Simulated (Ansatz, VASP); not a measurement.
Pd in VASP and in Ansatz

The input INCAR:

```
SYSTEM = Pd
PREC = Accurate
ENCUT = 520
EDIFF = 1E-6
ISMEAR = 0
SIGMA = 0.1
LREAL = .False.
LASPH = .True.
NELM = 100
ALGO = Normal
ISIF = 2
LWAVE = .False.
LCHARG = .False.
GGA = PE
NBANDS = 11
```

Contents of KPOINTS:

```
Automatic mesh
0
Gamma
  18 18 18
  0 0 0
```

File POSCAR:

```
Pd
1.0
    0.0000000000      2.0348180437      2.0348180437
    2.0348180437      0.0000000000      2.0348180437
    2.0348180437      2.0348180437      0.0000000000
Pd
1
Direct
    0.0000000000      0.0000000000      0.0000000000
```

Input for Ansatz:

```yaml
crystal:
  lattice:
    - [0.0, 2.0348180437, 2.0348180437]
    - [2.0348180437, 0.0, 2.0348180437]
    - [2.0348180437, 2.0348180437, 0.0]
  atoms:
    - { symbol: Pd, position: [0.0, 0.0, 0.0] }
basis:
  ecutwfc: 420
kpoints:
  mp_grid: { grid: [18, 18, 18] }
hamiltonian:
  xc: pbe
scf:
  occupations: { method: gaussian, width: 0.1 }
output:
  forces: true
  stress: true
  eigenvalues: true
  write_density: true
  write_potential: true
  elf: true
  volumetric_format: npy
```

Alike in both runs: task single point; functional PBE; k mesh 18 × 18 × 18; occupations gaussian, width 0.1 eV; no spin polarisation.

```csv
,VASP,Ansatz
version,VASP 6.6.1,Ansatz 0.2.0
potentials or method,"VASP PAW PBE potentials, release 64 (Pd)","scalar-relativistic, plane waves, PAW"
plane-wave cutoff (eV),520,420
valence electrons in the cell,10,18
```

Ansatz gave:

```
gap on the k mesh at the Fermi level (eV) : none
pressure (GPa)                            : -12.3
```

Task: Which values does VASP return?

Result: gap on the k mesh at the Fermi level (eV): none; pressure (GPa): -12.5.

A gap of «none» marks a metal or a gap that the smearing closes. The two sets of potentials don't hold the same shells in valence.
